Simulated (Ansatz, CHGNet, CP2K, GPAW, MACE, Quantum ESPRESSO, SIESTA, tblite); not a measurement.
## SIESTA on LaSb (Fm-3m) (64 atoms): settings against a plane-wave reference

Wanted: SIESTA inputs and outputs for LaSb (Fm-3m) (64 atoms), checked against a plane-wave reference.

Calculated with SIESTA 5.4.2; the method is named at each step.

**1. Starting point**

The cell holds 64 atoms: 32 La and 32 Sb. Its edges and angles: a = 12.980 Å, b = 12.980 Å, c = 12.980 Å, α = 90.0°, β = 90.0°, γ = 90.0°. It derives from LaSb (Fm-3m), repeated 2×2×2. LaSb, space group Fm-3m, structure from the Crystallography Open Database, 2 x 2 x 2 conventional cells; every coordinate displaced by a Gaussian of 0.06 Å. Then every atom was moved at random, 0.05 Å r.m.s. a Cartesian component.

The yardstick, on the same geometry:

```
method                                           : Kohn-Sham DFT, PBE, PAW, plane waves (Ansatz 0.2.0); cutoff 420 eV, Γ point, fermi-dirac smearing of 0.05 eV; PAW set soft_2
r.m.s. force component                           : 0.4425 eV/Å
longest force                                    : 1.712 eV/Å
pressure                                         : 2.239 GPa
spacing of highest filled and lowest empty level : 0.2935 eV
SCF cycles                                       : 11
time                                             : 69 s on 4 threads of Arm Neoverse V1, shared host
CPU time                                         : 4.3 min
```

**2. PBE, DZP, shift 0.01 Ry, mesh 300 Ry**

Method: Kohn-Sham DFT, PBE, PseudoDojo 0.4.1 norm-conserving pseudopotentials (converted to PSML), numerical atomic orbitals (DZP), diagonalisation.

The .psml files are PseudoDojo norm-conserving potentials that we converted to this format, checked against plane waves on the same files for H, C, O, Si, Ge and Ca alone.

input.fdf reads:

```
SystemLabel cell
NumberOfAtoms 64
NumberOfSpecies 2
%block ChemicalSpeciesLabel
  1 57 La
  2 51 Sb
%endblock ChemicalSpeciesLabel
LatticeConstant 1.0 Ang
%block LatticeVectors
  12.98000 0.00000 0.00000
  0.00000 12.98000 0.00000
  0.00000 0.00000 12.98000
%endblock LatticeVectors
PAO.BasisSize DZP
PAO.EnergyShift 0.01 Ry
XC.Functional GGA
XC.Authors PBE
MeshCutoff 300 Ry
%block kgrid_Monkhorst_Pack
  1 0 0 0.0
  0 1 0 0.0
  0 0 1 0.0
%endblock kgrid_Monkhorst_Pack
SolutionMethod diagon
OccupationFunction FD
ElectronicTemperature 580 K
SCF.Mixer.Method Pulay
SCF.Mixer.Weight 0.05
SCF.Mixer.History 8
SCF.Mix Hamiltonian
MaxSCFIterations 300
SCF.DM.Tolerance 1e-04
SCF.H.Tolerance 1.0e-3 eV
WriteForces T
Write.HirshfeldPop T
Write.VoronoiPop T
Write.DM F
Write.H F
XML.Write F
AtomicCoordinatesFormat Fractional
%block AtomicCoordinatesAndAtomicSpecies
  0.00869 0.99973 0.00027 1
  0.99906 0.24522 0.24937 1
  0.25491 0.99556 0.25498 1
  0.25802 0.25019 0.00599 1
  0.25102 0.00658 0.99197 2
  0.00049 0.24747 0.99834 2
  0.00152 0.00576 0.25056 2
  0.24712 0.24835 0.25173 2
  0.99859 0.99270 0.49313 1
  0.99883 0.26039 0.74756 1
  0.25158 0.99593 0.75390 1
  0.24784 0.24471 0.49464 1
  0.26234 0.99452 0.50063 2
  0.99144 0.25307 0.49255 2
  0.99742 0.99809 0.75283 2
  0.24872 0.25287 0.74621 2
  0.99449 0.50014 0.01108 1
  0.00447 0.75575 0.26591 1
  0.25549 0.49925 0.24763 1
  0.25662 0.74747 0.00126 1
  0.24165 0.49613 0.00619 2
  0.01088 0.74975 0.01559 2
  0.99814 0.49536 0.23947 2
  0.25196 0.74101 0.25240 2
  0.00242 0.49751 0.49021 1
  0.99958 0.74332 0.75549 1
  0.24852 0.49123 0.74863 1
  0.24783 0.75930 0.50401 1
  0.25769 0.49267 0.49780 2
  0.00266 0.74528 0.49825 2
  0.99574 0.49980 0.75741 2
  0.25036 0.74673 0.74314 2
  0.49287 0.00351 0.00324 1
  0.49082 0.24653 0.24444 1
  0.75026 0.00041 0.25779 1
  0.74706 0.24365 0.01042 1
  0.74672 0.99347 0.99832 2
  0.50772 0.24792 0.99388 2
  0.49674 0.99385 0.25428 2
  0.74045 0.25829 0.24203 2
  0.49794 0.01475 0.49759 1
  0.49821 0.25897 0.74047 1
  0.74608 0.01077 0.74711 1
  0.75272 0.25737 0.51147 1
  0.75783 0.00246 0.50434 2
  0.49597 0.24237 0.50162 2
  0.50649 0.99149 0.74952 2
  0.75293 0.24812 0.75426 2
  0.50020 0.50504 0.00786 1
  0.50671 0.75468 0.25452 1
  0.75254 0.50271 0.24954 1
  0.74360 0.74186 0.00504 1
  0.76303 0.50383 0.98841 2
  0.50838 0.74488 0.99783 2
  0.49983 0.50990 0.25606 2
  0.75398 0.74469 0.24896 2
[... 4 atom lines left out ...]
  0.74456 0.50620 0.49654 2
  0.49797 0.74063 0.50304 2
  0.48433 0.50528 0.74858 2
  0.75757 0.75031 0.75086 2
%endblock AtomicCoordinatesAndAtomicSpecies
```

Command:

```
OMP_NUM_THREADS=1 mpirun -np 2 siesta < input.fdf > output.txt
```

Log:

```text
Version         : 5.4.2
reinit: System Name:
reinit: System Label: cell
initatom: Reading input for the pseudopotentials and atomic orbitals ----------
Species number:   1 Atomic number:   57 Label: La
Species number:   2 Atomic number:   51 Label: Sb
Ground state valence configuration (from tables):   6s02  6p00  5d01  4f00
Ground state valence configuration (from tables):   5s02  5p03  5d00  4f00
---- Processing specs for species: La
GGA--PBE XC_GGA_X_PBE--XC_GGA_C_PBE pb
Semicore shell(s) with  8 electrons included in the valence for La
---- Processing specs for species: Sb
GGA--PBE XC_GGA_X_PBE--XC_GGA_C_PBE pb
Semicore shell(s) with 10 electrons included in the valence for Sb
Semicore shell(s): 5s 5p
Fallback to non-perturbative polarization scheme for La
Please see the manual if this is not desired in principle
Semicore shell(s): 4d
Fallback to non-perturbative polarization scheme for Sb
Please see the manual if this is not desired in principle
Sb pseudopotential only contains V_ls up to l=2 -- lmxkb reset.
Using PAO.SplitTailNorm
%block ChemicalSpeciesLabel
    1   57 La                      # Species index, atomic number, species label
    2   51 Sb                      # Species index, atomic number, species label
%endblock ChemicalSpeciesLabel
%block PAO.Basis                 # Define Basis set
La                    5                    # Species label, number of l-shells
 n=5   0   1                         # n, l, Nzeta
   3.782
   1.000
 n=6   0   2                         # n, l, Nzeta
   8.773      6.742
   1.000      1.000
 n=5   1   1                         # n, l, Nzeta
   4.413
   1.000
 n=6   1   1                         # n, l, Nzeta
   8.773
   1.000
 n=5   2   2                         # n, l, Nzeta
   7.224      5.248
   1.000      1.000
Sb                    4                    # Species label, number of l-shells
 n=5   0   2                         # n, l, Nzeta
   5.307      3.824
   1.000      1.000
 n=5   1   2                         # n, l, Nzeta
   6.817      4.987
   1.000      1.000
 n=4   2   1                         # n, l, Nzeta
   3.101
   1.000
 n=5   2   1                         # n, l, Nzeta
   6.817
   1.000
%endblock PAO.Basis
coor:   Atomic-coordinates input format  =     Fractional
siesta: System type = bulk
initatomlists: Number of atoms, orbitals, and projectors:     64  1184  1600
siesta: ******************** Simulation parameters ****************************
Total number of electrons:   832.000000
Total ionic charge:   832.000000
 Kpoints in:            1 . Kpoints trimmed:            1
siesta: k-grid: Number of k-points = 1
siesta: k-points from Monkhorst-Pack grid
siesta: k-cutoff (effective) =     6.490 Ang
siesta: k-point supercell and displacements
siesta: k-grid:     1     0     0      0.000
siesta: k-grid:     0     1     0      0.000
siesta: k-grid:     0     0     1      0.000
                     ====================================
                        Single-point calculation
                     ====================================
outcell: Unit cell vectors (Ang):
       12.980000    0.000000    0.000000
        0.000000   12.980000    0.000000
        0.000000    0.000000   12.980000
outcell: Cell vector modules (Ang)   :   12.980000   12.980000   12.980000
outcell: Cell angles (23,13,12) (deg):     90.0000     90.0000     90.0000
outcell: Cell volume (Ang**3)        :   2186.8756
Gamma-point calculation with multiply-connected orbital pairs
Gamma-point calculation with multiply-connected orbital pairs
Folding of H and S implicitly performed
Folding of H and S implicitly performed
new_DM -- step:     1
Initializing Density Matrix...
Attempting to read DM from file... Failed...
DM filled with atomic data:
InitMesh: MESH = 144 x 144 x 144 = 2985984
InitMesh: Mesh cutoff (required, used) =   300.000   340.156 Ry
stepf: Fermi-Dirac step function
        iscf     Eharris(eV)        E_KS(eV)     FreeEng(eV)     dDmax    Ef(eV) dHmax(eV)
   scf:    1  -109761.303742  -109772.708421  -109772.780991  1.586990 -4.501404  3.306553
   scf:    2  -109775.198010  -109773.986541  -109774.070420  0.018613 -4.509449  2.863308
   scf:    3  -109779.777165  -109777.209754  -109777.350464  0.067355 -4.540627  1.849949
   scf:    4  -109780.486579  -109778.977567  -109779.165921  0.042391 -4.575937  1.398571
   scf:    5  -109779.960582  -109779.618730  -109779.865937  0.045404 -4.620487  0.712688
   scf:    6  -109779.816174  -109779.752272  -109779.970539  0.012643 -4.622944  0.610161
[...]
scf:   15  -109779.895331  -109779.895529  -109780.078370  0.000293 -4.621447  0.003614
   scf:   16  -109779.894954  -109779.895244  -109780.078385  0.000168 -4.621186  0.001245
   scf:   17  -109779.895124  -109779.895184  -109780.078386  0.000026 -4.621158  0.000759
SCF Convergence by DM+H criterion
max |DM_out - DM_in|         :     0.0000262990
max |H_out - H_in|      (eV) :     0.0007592816
SCF cycle converged after 17 iterations
Using DM_out to compute the final energy and forces
siesta: E_KS(eV) =          -109779.8952
siesta: E_KS - E_eggbox =   -109779.8952
siesta: Atomic forces (eV/Ang):
     1   -0.850010   -0.140807    0.057246
     2   -0.097788    0.380332   -0.101176
     3   -0.346268   -0.118451   -0.401238
     4   -0.335551    0.061370   -0.234154
     5    0.000182   -0.442156    0.687700
     6    0.226378    0.101806   -0.089704
[...]
62    0.248630    0.327434    0.085386
    63    0.739563   -0.309117    0.392926
    64   -0.240518    0.077767   -0.348965
----------------------------------------
   Tot    0.001764    0.001631    0.001401
----------------------------------------
   Max    1.523697
   Res    0.450133    sqrt( Sum f_i^2 / 3N )
----------------------------------------
   Max    1.523697    constrained
Stress tensor Voigt[x,y,z,yz,xz,xy] (kbar):      -26.87      -26.93      -27.34       -0.37       -0.22       -0.50
(Free)E + p*V (eV/cell)  -109743.1645
Target enthalpy (eV/cell)  -109780.0784
siesta: Program's energy decomposition (eV):
siesta: Ebs     =    -19015.664179
siesta: Eions   =    142372.221358
siesta: Ena     =     18922.142966
siesta: Ekin    =     53037.157680
siesta: Enl     =    -13198.623692
siesta: DEna    =       880.539392
siesta: DUscf   =        14.930202
siesta: Ex      =    -25305.920307
siesta: Ec      =     -1757.900068
siesta: Exc     =    -27063.820375
siesta: Eharris =   -109779.895124
siesta: Etot    =   -109779.895184
siesta: FreeEng =   -109780.078386
siesta: Final energy (eV):
siesta:  Band Struct. =  -19015.664179
siesta:       Kinetic =   53037.157680
siesta:       Hartree =   24561.173556
siesta:         Exch. =  -25305.920307
siesta:         Corr. =   -1757.900068
siesta:   Exch.-corr. =  -27063.820375
siesta:  Ion-electron = -103694.144842
siesta:       Ion-ion =  -56620.261202
siesta:         Total = -109779.895184
siesta:         Fermi =      -4.621158
siesta: Stress tensor (static) (eV/Ang**3):
siesta:    -0.016769   -0.000311   -0.000139
siesta:    -0.000311   -0.016806   -0.000229
siesta:    -0.000139   -0.000229   -0.017065
siesta: Cell volume =       2186.875592 Ang**3
siesta: Pressure (static):
siesta:                Solid            Molecule  Units
siesta:           0.00018384          0.00001704  Ry/Bohr**3
siesta:           0.01687973          0.00156458  eV/Ang**3
siesta:          27.04430610          2.50673069  kBar
    Orbital volume contribution        =          82.101390 eV
    (Free)E + p_basis*V_orbitals       =     -109697.976996 eV
    (Free)Eharris+ p_basis*V_orbitals  =     -109697.976936 eV
Hirshfeld Atomic Populations:
Atom #   charge [q] valence [e]  Species
     1     0.124547   10.875453  La
     2     0.121977   10.878023  La
     3     0.142309   10.857691  La
     4     0.128611   10.871389  La
     5    -0.137382   15.137382  Sb
     6    -0.117237   15.117237  Sb
     7    -0.138522   15.138522  Sb
     8    -0.136093   15.136093  Sb
     9     0.144316   10.855684  La
    10     0.130610   10.869390  La
[...]
13    -0.133506   15.133506  Sb
    14    -0.139746   15.139746  Sb
[...]
--------------------
 Total     0.000034
Voronoi Atomic Populations:
Atom #   charge [q] valence [e]  Species
[...]
58     0.224039   10.775961  La
    59     0.241863   10.758137  La
    60     0.237642   10.762358  La
[...]
62    -0.210378   15.210378  Sb
    63    -0.237666   15.237666  Sb
    64    -0.220192   15.220192  Sb
--------------------
 Total     0.000034
```

Elapsed: 4.1 min, on 2 MPI ranks of Arm Neoverse V1, shared host; peak memory 2.1 GiB.

Banners, paths, timers and routine set-up lines are dropped from the logs unmarked, and long logs keep their key lines alone; longer cuts are marked.

Compared with the plane-wave run:

```
r.m.s. force component                  : 0.4501 eV/Å
r.m.s. difference of force components   : 47.17 meV/Å
longest difference of force vectors     : 149.3 meV/Å
force difference over r.m.s. force      : 10.66 %
slope of forces against the reference's : 1.012
correlation of force components         : 0.9946
pressure                                : 2.704 GPa
pressure difference                     : 0.4658 GPa
```

Length of the force difference by element (eV/Å):

```csv
element,atoms,mean,most
La,32,0.079,0.15
Sb,32,0.075,0.14
```

A closer look about Sb55, picked at random: 14 atoms, nearest first, numbered in the order of the input, with positions taken from that point.

```csv
atom,x,y,z,distance (Å),bonds,Hirshfeld charge (e),Fx,Fy,Fz (eV/Å)
Sb55,0.00,0.00,0.00,0.00,6,-0.13,0.06,-0.71,-0.19
La19,-3.17,-0.14,-0.11,3.18,6,0.12,-0.15,-0.31,0.46
La50,0.09,3.18,-0.02,3.18,6,0.12,-0.21,-0.13,0.03
La57,0.03,-0.21,3.18,3.18,6,0.11,-0.22,0.26,-0.26
La49,0.00,-0.06,-3.22,3.22,6,0.15,-0.06,-0.53,-0.29
La51,3.28,-0.09,-0.08,3.28,6,0.13,-0.19,-0.35,-0.07
La34,-0.12,-3.42,-0.15,3.42,6,0.15,0.58,0.46,0.28
Sb62,-0.02,2.99,3.21,4.39,6,-0.11,0.25,0.33,0.09
Sb24,-3.22,3.00,-0.05,4.40,6,-0.13,0.07,0.49,-0.17
Sb29,-3.14,-0.22,3.14,4.45,6,-0.12,-0.38,0.35,-0.04
Sb61,3.18,-0.05,3.12,4.45,6,-0.13,0.70,-0.34,-0.14
Sb56,3.30,3.05,-0.09,4.49,6,-0.13,-0.05,0.54,-0.19
Sb40,3.12,-3.27,-0.18,4.52,6,-0.13,0.10,-0.46,0.99
Sb54,0.11,3.05,-3.35,4.53,6,-0.13,-0.62,0.39,0.48
```

Forces lie 11 % from the reference's, at 1.9 times its CPU time (on 2 against 4 cores).

**3. PBE, DZP, shift 0.01 Ry, mesh 200 Ry**

Method: Kohn-Sham DFT, PBE, PseudoDojo 0.4.1 norm-conserving pseudopotentials (converted to PSML), numerical atomic orbitals (DZP), diagonalisation.

input.fdf, as its differences from that of step 2:

```diff
@@ -17,3 +17,3 @@
 XC.Authors PBE
-MeshCutoff 300 Ry
+MeshCutoff 200 Ry
 %block kgrid_Monkhorst_Pack
```

Log:

```text
Version         : 5.4.2
reinit: System Name:
reinit: System Label: cell
initatom: Reading input for the pseudopotentials and atomic orbitals ----------
Species number:   1 Atomic number:   57 Label: La
Species number:   2 Atomic number:   51 Label: Sb
Ground state valence configuration (from tables):   6s02  6p00  5d01  4f00
[... lines left out ...]
        iscf     Eharris(eV)        E_KS(eV)     FreeEng(eV)     dDmax    Ef(eV) dHmax(eV)
[... lines left out ...]
SCF Convergence by DM+H criterion
[... lines left out ...]
SCF cycle converged after 17 iterations
[... lines left out ...]
   Max    1.531612
[... lines left out ...]
   Max    1.531612    constrained
Stress tensor Voigt[x,y,z,yz,xz,xy] (kbar):      -27.18      -27.26      -27.62       -0.36       -0.22       -0.49
[... lines left out ...]
siesta: FreeEng =   -109780.316245
[... lines left out ...]
siesta:         Fermi =      -4.621267
[... lines left out ...]
siesta:           0.01707214          0.00177062  eV/Ang**3
siesta:          27.35258478          2.83684686  kBar
    Orbital volume contribution        =          82.101390 eV
    (Free)E + p_basis*V_orbitals       =     -109698.214855 eV
    (Free)Eharris+ p_basis*V_orbitals  =     -109698.214794 eV
Hirshfeld Atomic Populations:
Atom #   charge [q] valence [e]  Species
     1     0.124603   10.875397  La
     2     0.122034   10.877966  La
     3     0.142368   10.857632  La
[...]
5    -0.137446   15.137446  Sb
     6    -0.117290   15.117290  Sb
     7    -0.138584   15.138584  Sb
[...]
--------------------
 Total     0.000041
Voronoi Atomic Populations:
Atom #   charge [q] valence [e]  Species
[...]
59     0.242055   10.757945  La
    60     0.237405   10.762595  La
[...]
63    -0.237525   15.237525  Sb
    64    -0.221393   15.221393  Sb
--------------------
 Total     0.000037
```

Elapsed: 2.5 min, on 2 MPI ranks; peak memory 1.5 GiB.

Numbers from this run, and their distance from the reference:

```
r.m.s. force component                          : 0.4501 eV/Å
r.m.s. difference of force components           : 47.16 meV/Å
longest difference of force vectors             : 149.2 meV/Å
force difference over r.m.s. force              : 10.66 %
slope of forces against the reference's         : 1.012
correlation of force components                 : 0.9946
pressure                                        : 2.735 GPa
pressure difference                             : 0.4965 GPa
energy less the same-level run's                : -3.716 meV/atom
r.m.s. force difference from the same-level run : 1.386 meV/Å
```

Against the first run (11 %), the force difference from the reference is 11 %, at 0.63 times the CPU time: the change moves forces by 1.4 meV/Å r.m.s., so most of the difference comes from elsewhere.

[end of part 1 of 2]

[Also dropped from logs without a mark: logging warnings of Python, and SIESTA's first energy breakdown and zero terms.]

[Logs are printed without paths, hosts, clocks, repeated set-up lines and the standing remarks that a program may print on its own settings, such as how far it seeks lower states.]

[Hosts, paths, dates, database ids (printed as entryN), source tags and the programs' standing remarks are cut or masked in the printed files.]
